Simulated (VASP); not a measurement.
# Al (Fm-3m) in VASP: notebook, part 2 of 2

VASP 6.6.1.

**3. Relaxation of cell and atoms, PBE**

INCAR

```
PREC     = Accurate       # precision mode
ENCUT    = 520            # plane-wave cutoff, eV
EDIFF    = 1E-7           # SCF threshold, eV
ISMEAR   = 0              # smearing method
SIGMA    = 0.1            # smearing width, eV
LREAL    = False          # projectors in reciprocal space
LASPH    = True           # aspherical terms in the spheres
NELM     = 60             # most SCF steps
ALGO     = Normal         # electronic algorithm
ISIF     = 3              # what is computed and relaxed
LWAVE    = False          # write WAVECAR
LCHARG   = False          # write CHGCAR
GGA      = PE             # functional
IBRION   = 2              # ionic algorithm
NSW      = 80             # ionic steps
EDIFFG   = -0.002         # ionic threshold
```

KPOINTS

```
Automatic mesh
0
Gamma
  6 6 6
```

POSCAR

```
Al                                      
1.0
    0.0000000000      2.0244562561      2.0244562561
    2.0244562561      0.0000000000      2.0244562561
    2.0244562561      2.0244562561     -0.0000000000
  Al            
     1
Direct
     1.0000000000000000    1.0000000000000000    0.0000000000000000
```

Potentials or basis: VASP PAW PBE potentials, release 64 (Al).

Command:

```bash
$ cat potpaw_PBE.64/Al/POTCAR > POTCAR
$ mpirun -np 1 vasp_std > vasp.out
```

OUTCAR:

```text
PREC = Accurate
   ENCUT = 520
   EDIFF = 1E-7
   ISMEAR = 0
   LREAL = False
   LASPH = True
   NELM = 60
   ISIF = 3
   GGA = PE
   IBRION = 2
   NSW = 80
   EDIFFG = -0.002

 ion  position               nearest neighbor table
   1  0.000  0.000  0.000-

  LATTYP: Found a face centered cubic cell.
 ALAT       =     4.0489125122

  Lattice vectors:

 A1 = (   0.0000000000,   2.0244562561,   2.0244562561)
 A2 = (   2.0244562561,   0.0000000000,   2.0244562561)
 A3 = (   2.0244562561,   2.0244562561,   0.0000000000)

Analysis of symmetry for initial positions (statically):
=====================================================================
 Subroutine PRICEL returns:
 Original cell was already a primitive cell.

 Routine SETGRP: Setting up the symmetry group for a
 face centered cubic supercell.

 Subroutine GETGRP returns: Found 48 space group operations
 (whereof 48 operations were pure point group operations)
 out of a pool of 48 trial point group operations.

The static configuration has the point symmetry O_h .

Analysis of symmetry for dynamics (positions and initial velocities):
=====================================================================
 Subroutine PRICEL returns:
 Original cell was already a primitive cell.

 Routine SETGRP: Setting up the symmetry group for a
 face centered cubic supercell.

 Subroutine GETGRP returns: Found 48 space group operations
 (whereof 48 operations were pure point group operations)
 out of a pool of 48 trial point group operations.

The dynamic configuration has the point symmetry O_h .

 Subroutine INISYM returns: Found 48 space group operations
 (whereof 48 operations are pure point group operations),
 and found     1 'primitive' translations

----------------------------------------------------------------------------------------

[... 100 lines left out ...]
     AMIX     =   0.40;   BMIX     =  1.00
     AMIX_MAG =   1.60;   BMIX_MAG =  1.00
  volume/ion in A,a.u.               =      16.59       111.98
  Fermi-wavevector in a.u.,A,eV,Ry     =   0.925686  1.749292 11.658749  0.856894
  Thomas-Fermi vector in A             =   2.051567
   LORBIT       =      0    0 simple, 1 ext, 2 COOP (PROOUT), +10 PAW based schemes
   GGA     = PE    functional components
   LHFCALC =     F    Hartree Fock is set to
   AEXX    =    0.0000 exact exchange contribution
   IVDW    =     0    specifies the selected vdW correction
   LEPSILON=     F    determine dielectric tensor
   LRPA    =     F    only Hartree local field effects (RPA)
 conjugate gradient relaxation of ions
 non-spin polarized calculation
 Gauss-broadening in eV      SIGMA  =   0.10
  energy-cutoff  :      520.00
  volume of cell :       16.59
 maximum number of plane-waves:       459
 NGX is ok and might be reduce to    24
   NGX = 11   NGY = 11   NGZ = 11

 number of electron       3.0000000 magnetization

 Free energy of the ion-electron system (eV)
  ---------------------------------------------------
  ext. energy  EPLUGINS =         0.00000000
  ---------------------------------------------------
  free energy    TOTEN  =        -3.81263677 eV

  energy without entropy =       -3.80920581  energy(sigma->0) =       -3.81092129

 E-fermi :   8.3061     XC(G=0): -10.1765

 val. band max:        7.2904387745   @ k =  -0.3333   0.5000   0.1667
 cond. band min:       8.3253323389   @ k =  -0.3333   0.3333   0.0000
 fundamental gap:      1.0348935643
 Fermi energy:         8.3061255843

 k-point     1 :       0.0000    0.0000    0.0000
  band No.  band energies     occupation
      1      -3.1551      2.00000
      2      20.5272      0.00000
      3      20.5272      0.00000
      4      20.5272      0.00000
      5      21.9779      0.00000
[... 113 lines left out ...]
 k-point    16 :      -0.3333    0.5000    0.1667
  band No.  band energies     occupation
      1       5.9491      2.00000
      2       7.2904      2.00000
      3       8.7165      0.00000
      4      10.2733      0.00000
      5      19.8314      0.00000

------------------------ aborting loop because EDIFF is reached ----------------------------------------

  FORCE on cell =-STRESS in cart. coord.  units (eV):
  Direction    XX          YY          ZZ          XY          YZ          ZX
  --------------------------------------------------------------------------------------
  -------------------------------------------------------------------------------------
  Total        0.0005639      0.0005639      0.0005639      0.0000000      0.0000000      0.0000000
  in kB        0.0544432      0.0544432      0.0544432      0.0000000      0.0000000      0.0000000
  external PRESSURE =       0.0544432 kB  Pullay stress =       0.0000000 kB

 VOLUME and BASIS-vectors are now :
 -----------------------------------------------------------------------------
  energy-cutoff  :      520.00
  volume of cell :       16.59
      direct lattice vectors                 reciprocal lattice vectors
     0.000000000  2.024456256  2.024456256    -0.246979898  0.246979898  0.246979898
     2.024456256  0.000000000  2.024456256     0.246979898 -0.246979898  0.246979898
     2.024456256  2.024456256  0.000000000     0.246979898  0.246979898 -0.246979898

 POSITION                                       TOTAL-FORCE (eV/Angst)
 -----------------------------------------------------------------------------------
      0.00000      0.00000      0.00000         0.000000     -0.000000     -0.000000
 -----------------------------------------------------------------------------------
    total drift:                                0.000000     -0.000000     -0.000000

  FREE ENERGIE OF THE ION-ELECTRON SYSTEM (eV)
  ---------------------------------------------------
  free  energy   TOTEN  =        -3.8126367706 eV

  energy  without entropy=       -3.8092058074  energy(sigma->0) =       -3.81092129

 reached required accuracy - stopping structural energy minimisation
```

OSZICAR:

```text
N       E                     dE             d eps       ncg     rms          rms(c)
DAV:   1    -0.218367381813E+01   -0.21837E+01   -0.83537E+02   165   0.322E+02
DAV:   2    -0.382232872776E+01   -0.16387E+01   -0.16386E+01   210   0.297E+01
DAV:   3    -0.383478123014E+01   -0.12453E-01   -0.12439E-01   215   0.290E+00
DAV:   4    -0.383483691203E+01   -0.55682E-04   -0.55682E-04   220   0.194E-01
DAV:   5    -0.383483703988E+01   -0.12786E-06   -0.12814E-06   230   0.936E-03    0.127E+00
DAV:   6    -0.382193113373E+01    0.12906E-01   -0.16882E-03   190   0.307E-01    0.734E-01
DAV:   7    -0.381264375418E+01    0.92874E-02   -0.50149E-03   200   0.497E-01    0.143E-01
DAV:   8    -0.381263852431E+01    0.52299E-05   -0.22162E-05   220   0.483E-02    0.733E-03
DAV:   9    -0.381263720492E+01    0.13194E-05   -0.81095E-07   200   0.619E-03    0.100E-03
DAV:  10    -0.381263681513E+01    0.38979E-06   -0.40999E-09   150   0.682E-04    0.611E-04
DAV:  11    -0.381263677057E+01    0.44563E-07   -0.20119E-10   130   0.136E-04
   1 F= -.38126368E+01 E0= -.38109213E+01  d E =-.381264E+01
```

Wall time 1.4 s (1 thread of Intel Xeon Platinum 8488C (Sapphire Rapids), shared host); peak memory 0.12 GiB.

Results:

- Free energy: -3.8126 eV
- Pressure after relaxing: 0.0 GPa
- Band gap on the k mesh: none (metal or under the smearing width)

Final structure:
```
Al
1.0
     0.00000    2.02446    2.02446
     2.02446    0.00000    2.02446
     2.02446    2.02446    0.00000
Al
1
Direct
  0.00000 0.00000 0.00000
```

Caveat: the k mesh is coarse (spacing up to 0.45 Å⁻¹), so the values aren't converged; the relaxation stopped at its first step, so nothing moved.

**4. Single point, PBE**

INCAR

```
SYSTEM = Al
ALGO = Normal
EDIFF = 1E-7
ENCUT = 520
GGA = PE
ISIF = 2
ISMEAR = 0
LASPH = .TRUE.
LCHARG = .FALSE.
LREAL = .FALSE.
LWAVE = .FALSE.
NELM = 60
PREC = Accurate
SIGMA = 0.1
```

KPOINTS

```
k-points
0
G
  6 6 6
  0 0 0
```

POSCAR

```
Al                                      
1.0
    0.0000000000      2.0244562561      2.0244562561
    2.0244562561      0.0000000000      2.0244562561
    2.0244562561      2.0244562561      0.0000000000
  Al            
     1
Direct
     0.0000000000000000    0.0000000000000000    0.0000000000000000
```

Command:

```bash
$ cat potpaw_PBE.64/Al/POTCAR > POTCAR
$ mpirun -np 1 vasp_std > vasp.out
```

It took 1.4 s on 1 thread of Intel Xeon Platinum 8488C (Sapphire Rapids), shared host; peak memory 0.12 GiB.

Results (log left out):

```
Free energy            : -3.8126 eV
Pressure               : 0.0 GPa
Band gap on the k mesh : none (metal or under the smearing width)
```

Levels at points of the mesh, in eV from the Fermi level:
| k point | band 1 | band 2 | band 3 | band 4 | band 5 |
| --- | --- | --- | --- | --- | --- |
| (0.00, 0.00, 0.00) | -11.46 | 12.22 | 12.22 | 12.22 | 13.67 |
| (0.50, 0.00, 0.00) | -4.94 | -4.74 | 10.98 | 10.98 | 11.07 |
| (0.50, 0.50, 0.00) | -3.28 | -1.96 | 4.89 | 5.20 | 5.20 |

Caveat: the k mesh is coarse (spacing up to 0.45 Å⁻¹), so the values aren't converged.

**5. Single point, PBE (a relaxed cell with its volume scaled by 0.97)**

INCAR is that of step 4.

KPOINTS is that of step 4.

POSCAR

```
Al                                      
1.0
    0.0000000000      2.0040058048      2.0040058048
    2.0040058048      0.0000000000      2.0040058048
    2.0040058048      2.0040058048      0.0000000000
  Al            
     1
Direct
     0.0000000000000000    0.0000000000000000    0.0000000000000000
```

Command:

```bash
$ cat potpaw_PBE.64/Al/POTCAR > POTCAR
$ mpirun -np 1 vasp_std > vasp.out
```

It took 1.4 s on 1 thread of Intel Xeon Platinum 8488C (Sapphire Rapids), shared host; peak memory 0.12 GiB.

It converged, with:

```yaml
Free_energy: -3.8088 eV
Pressure: 2.5 GPa
Band_gap_on_the_k_mesh: none (metal or under the smearing width)
```

Levels at points of the mesh, in eV from the Fermi level:
```csv
k point,band 1,band 2,band 3,band 4,band 5
"(0.00, 0.00, 0.00)",-11.72,12.35,12.35,12.35,14.03
"(0.50, 0.00, 0.00)",-5.10,-4.82,11.17,11.17,11.27
"(0.50, 0.50, 0.00)",-3.39,-2.02,4.85,5.30,5.30
```

Caveat: the k mesh is coarse (spacing up to 0.45 Å⁻¹), so the values aren't converged.

**6. Single point, PBE (a relaxed cell with its volume scaled by 1.03)**

INCAR is that of step 5.

KPOINTS is that of step 5.

POSCAR

```
Al                                      
1.0
    0.0000000000      2.0445016811      2.0445016811
    2.0445016811      0.0000000000      2.0445016811
    2.0445016811      2.0445016811      0.0000000000
  Al            
     1
Direct
     0.0000000000000000    0.0000000000000000    0.0000000000000000
```

Potentials or basis: VASP PAW PBE potentials, release 64 (Al).

Command:

```bash
$ cat potpaw_PBE.64/Al/POTCAR > POTCAR
$ mpirun -np 1 vasp_std > vasp.out
```

Run time: 1.4 s. Hardware: 1 thread of Intel Xeon Platinum 8488C (Sapphire Rapids), shared host; peak memory 0.12 GiB.

The run converged. Its results:

* Free energy: -3.8093 eV
* Pressure: -2.1 GPa
* Band gap on the k mesh: none (metal or under the smearing width)

Levels at points of the mesh, in eV from the Fermi level:
```csv
k point,band 1,band 2,band 3,band 4,band 5
"(0.00, 0.00, 0.00)",-11.21,12.10,12.10,12.10,13.34
"(0.50, 0.00, 0.00)",-4.77,-4.65,10.72,10.72,10.98
"(0.50, 0.50, 0.00)",-3.16,-1.92,4.93,5.11,5.11
```

Caveat: the k mesh is coarse (spacing up to 0.44 Å⁻¹), so the values aren't converged.

**7. Overview**

```csv
task,cell,gap on the mesh (eV),pressure (GPa)
relaxation of cell and atoms,relaxed,none,0.0
single point,as given,none,0.0
single point,a relaxed cell with its volume scaled by 0.97,none,2.5
single point,a relaxed cell with its volume scaled by 1.03,none,-2.1
```

Alike in all rows: level PBE; potentials or basis VASP PAW PBE potentials, release 64 (Al); no spin polarisation; k mesh 6 × 6 × 6; cutoff (eV) 520; smearing gaussian 0.1 eV; the mesh is coarse, so values aren't converged.

Caveats: all runs use coarse meshes; the relaxation stopped at its first step, so nothing moved (some runs).

Total energies depend on the potentials used, so only differences within one code and one set of settings carry meaning.
